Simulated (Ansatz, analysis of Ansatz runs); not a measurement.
# Migration in LaOF (R-3m): V_O hop (4.0 Å), charge +2, part 2 of 2

Aim: the barrier of one jump in LaOF (R-3m) at charge +2: V_O hop (4.0 Å). The model is a cell of 36 host atoms with 1 O taken out; O is the atom that moves.

Ansatz 0.2.0; plane-wave PAW DFT, PBEsol; nudged elastic band between two relaxed defect structures at fixed charge in a uniform background.

So far, barrier forward (eV): step 4 (nudged elastic band, charge +2, PBEsol) 2.49; step 6 (barrier from single points, PBEsol, denser k-mesh) 2.60; step 8 (barrier from single points, r2SCAN) 2.55.

### 9. Single point at the top of the path, PBEsol

A single point at the top of the band gives the levels near the gap and the populations there.

This step: plane-wave PAW DFT, PBEsol; single point of a defect supercell on a structure of the PBEsol path.

qp2.top.probe/input.yaml reads:

```yaml
crystal:
  lattice:
    - [-4.01323028, 6.95111875, 0.0]
    - [-12.03969085, 0.0, 0.0]
    - [-2.00661514, 1.15851979, 6.68937332]
  atoms:
    - { symbol: La, position: [0.13852182, 0.08120064, 0.21536966] }
    - { symbol: La, position: [0.35570196, 0.25283315, 0.7757645] }
[... 5 atom lines left out ...]
    - { symbol: La, position: [0.36102322, 0.57584858, 0.78536814] }
[... 1 atom line left out ...]
    - { symbol: O, position: [0.29195994, 0.52820549, 0.14989931] }
[... 1 atom line left out ...]
    - { symbol: F, position: [0.43418999, 0.62062578, 0.40443708] }
    - { symbol: La, position: [0.14640999, 0.74061816, 0.23974759] }
    - { symbol: La, position: [0.3949113, 0.89664913, 0.77744501] }
    - { symbol: O, position: [0.47514685, 0.65762595, 0.94330294] }
[... 1 atom line left out ...]
    - { symbol: F, position: [0.07599414, 0.72007412, 0.62837528] }
[... 7 atom lines left out ...]
    - { symbol: La, position: [0.60877813, 0.42676066, 0.2458739] }
    - { symbol: La, position: [0.85327972, 0.59183013, 0.77881828] }
    - { symbol: O, position: [0.80966327, 0.53496405, 0.13382028] }
    - { symbol: F, position: [0.57774019, 0.38498999, 0.63860237] }
[... 5 atom lines left out ...]
    - { symbol: F, position: [0.56452865, 0.71677039, 0.57579759] }
    - { symbol: F, position: [0.92776406, 0.96851257, 0.37450609] }
total_charge: 2
basis:
  ecutwfc: 420
  xc_grid: 2
hamiltonian:
  xc: pbesol
kpoints:
  mp_grid: { grid: [1, 1, 1] }
scf:
  occupations: { method: fixed }
  max_iter: 100
output:
  forces: true
  eigenvalues: true
  eigenstates: { localisation: true }
  populations: true
  write_density: true
  write_potential: true
  volumetric_format: npy
  elf: true
checkpoint:
  write: "../qp2.top.probe.run"
  compress: false
  write_wavefunctions: false
  write_every: 100000
```

Launch:

```sh
$ ansatz run input.yaml --threads 4 --pin off --max-ram 7536MiB --backend cpu --events-out ev --progress --plain --runs-dir out
```

The job ended after 3.2 s (4 threads of Intel Xeon Platinum 8488C (Sapphire Rapids), shared host; peak memory 0.75 GiB).

Numbers from this step:

| Quantity | Value |
| --- | --- |
| free energy | -89801.4689 eV |

States next to the filling edge at the first k-point, on the run's own zero (eigenstates.tsv). The participation number counts the atoms that a state is spread over, of 35; bands count from 0.

| spin | band | energy (eV) | occupation | participation | largest share on | share |
| --- | --- | --- | --- | --- | --- | --- |
| both | 134 | 7.918 | 2.00 | 6.4 | O22 | 0.34 |
| both | 135 | 8.061 | 2.00 | 5.1 | O33 | 0.40 |
| both | 136 | 8.133 | 2.00 | 12.1 | O33 | 0.18 |
| both | 137 | 8.277 | 2.00 | 8.7 | O15 | 0.26 |
| both | 138 | 8.835 | 2.00 | 3.0 | O15 | 0.56 |
| both | 139 | 9.033 | 2.00 | 2.8 | O15 | 0.53 |
| both | 140 | 11.648 | 0.00 | 15.9 | La8 | 0.16 |
| both | 141 | 12.538 | 0.00 | 16.1 | La26 | 0.10 |
| both | 142 | 12.815 | 0.00 | 17.3 | La20 | 0.12 |
| both | 143 | 12.859 | 0.00 | 19.2 | La19 | 0.12 |
| both | 144 | 12.955 | 0.00 | 19.4 | La8 | 0.13 |

Under PBEsol at the zone centre alone, the highest filled state is spread over 3 of 35 atoms, and the lowest empty one, 2.62 eV above it, is spread over 16 of 35 atoms.

Löwdin populations of the atoms near the centre, and their excess over far atoms of the same element, which can also hold differences between inequivalent host sites (the log counts sites from 0):

| atom | distance from the centre (Å) | electrons | excess |
| --- | --- | --- | --- |
| O15 | 0.91 | 6.562 | 0.061 |
| La8 | 1.37 | 9.950 | 0.017 |
| F34 | 2.27 | 7.375 | -0.012 |
| O10 | 2.34 | 6.505 | 0.004 |
| La14 | 3.00 | 9.939 | 0.005 |
| La26 | 3.04 | 9.906 | -0.027 |
| La13 | 3.10 | 9.908 | -0.026 |
| La25 | 3.15 | 9.900 | -0.033 |

Valence density in the bc plane at fractional x = 0.439, through the centre, with atoms of F and La and O within 0.45 Å of it. It is the smooth field of the valence electrons, not physical close to the nuclei.

Ten steps, logarithmic in the rise over the least value, from '0' (0 e/Å³) to '9' (11 e/Å³), each cell a mean:
```
0000012210000000122246886311222100
0000123321000001234335776423444310
0000134543200002455544554324555531
1000245555310012456654332224566652
1111245665421112356654211123565653
2222234555421222345554211222456553
2333213444311122223443212322245542
1233211222210111111222112332122221
0122111233210000001233111222101111
1001001357631000012566421111012333
4100001479963100013699741000013676
6310001369974111112589852000014799
7411111246763112222367642111113699
5311221113332122322123321112111366
2111222111111112332111110122221123
1011233210000012332110000123321101
0001233210000012322111211123332100
0001233210000001222123432112332100
0000122210000001111235764211222100
```
Columns run along b (12.0 Å), rows up along c (7.1 Å). Atoms in or near the plane, at fractional coordinates: F at (0.29, 0.40), F at (0.62, 0.40), La at (0.90, 0.78), O at (0.66, 0.94), F at (0.96, 0.36).

ELF in the bc plane at fractional x = 0.439, through the centre, with atoms of F and La and O within 0.45 Å of it. It is the smooth field of the valence electrons, not physical close to the nuclei.

Ten even steps from '0' (0.01) to '9' (0.87), each cell a mean:
```
0000001000000000111169779610111000
0000024431000001577437889623677410
0000278887300003899854788527989961
0000399899710002798885244227954894
0110189889820111588897200016963695
1353149999830342269998301212898895
1577314788620354126786104651379983
0477500122100144101121005774014431
0145300234310011001343102564100000
1001101689862000004899720132003665
7200001797785000005977871000016999
9500000587796112212886882000017977
9610110168985114421488972001004887
8500111015762013431036640001101588
5200111000110001221001100011110146
1001233200000012221000000013321001
0002455421000134431013420025654200
0002466541000135541047884014665310
0001233321000012221169998301333200
```
Columns run along b (12.0 Å), rows up along c (7.1 Å). Atoms in or near the plane, at fractional coordinates: F at (0.29, 0.40), F at (0.62, 0.40), La at (0.90, 0.78), O at (0.66, 0.94), F at (0.96, 0.36).

Electrostatic potential energy in the bc plane at fractional x = 0.439, through the centre, with atoms of F and La and O within 0.45 Å of it. With pseudopotentials it is smooth inside the atoms' cores, unlike the true potential.

Values in eV, 10 rows by 16 columns, each cell a mean:
```
 13  12   8   5   9  13  12   7   2   7 -22 -10  10   1   2  10
 12  11  -3 -25  -9  10  11   0 -27 -18   4   8   5 -27 -28  -2
 11  12  -2 -31 -24   6  12   3 -27 -30   2  13   7 -24 -31 -14
 11  13   9  -4  -6   8  12  11   1  -5   6  12  12   2 -13  -1
 13  14  13  11   6  12  13  13  12   8  11  13  13  12  10  11
 11  12  12   7 -30  -3  11   9  11 -21 -17  13  12  13   6 -12
 -1  10   8  10 -12  -3   9   4   7  -3 -14  11   9  10   4 -30
 11  10   7   9  12  13  10   4   5  11  13  12   9   8  12   7
 13  12  10  11  13  13  13  11  10  13  14  14  12  10  12  13
 13  13  12  12  13  13  13  12  12  13  -2   9  14  12  13  13
```
Columns run along b (12.0 Å; values clipped at the 3rd and 97th percentile), rows up along c (7.1 Å). Atoms in or near the plane, at fractional coordinates: F at (0.29, 0.40), F at (0.62, 0.40), La at (0.90, 0.78), O at (0.66, 0.94), F at (0.96, 0.36).

The distance between the highest filled and the lowest empty level goes from 3.75 eV at the start to 2.61 eV at the top.

### 10. Results

```
barrier forward                                   : 2.49 eV (in doubt, see below)
barrier backward                                  : 2.49 eV
end less start                                    : 0.00 eV
hop length                                        : 4.10 Å
band iterations, as the log counts them           : 9
barrier from single points, PBEsol, denser k-mesh : 2.60 eV (in doubt, see below)
barrier from single points, r2SCAN                : 2.55 eV (in doubt, see below)
```

**Reading.** The top of the band lies 2.49 eV above the start and 2.49 eV above the end. In at least one step between neighbouring images a covalent bond changes partner or an atom goes far. The images sample such a step coarsely, so the top may lie higher. On the mesh of more k-points the top lies 2.60 eV above the start and 2.60 eV above the end, so the band's own sampling is not converged. In the end relaxations the farther half of the atoms moved by 0.11 Å r.m.s. or more, so the host itself may distort at this sampling, and part of the barrier may belong to that. Across functionals on this path (PBEsol 2.492 and r2SCAN 2.552 eV) the forward values spread by 0.060 eV. The order of the top as a saddle was not checked for all atoms, so a bent path could be lower. No image-charge correction is applied; it largely cancels along a path if the charge stays localised alike. Limits: sampling at the zone centre alone can move energies of charged and open-shell states by tenths of an eV or more in cells of this size; periodic copies of the defect are only 7.1 Å apart; spin–orbit coupling, which can matter with heavy atoms, is left out.

[Logs are printed without paths, hosts, clocks, repeated set-up lines and the standing remarks that a program may print on its own settings, such as how far it seeks lower states.]

[Hosts, paths, dates, database ids (printed as entryN), source tags and the programs' standing remarks are cut or masked in the printed files.]
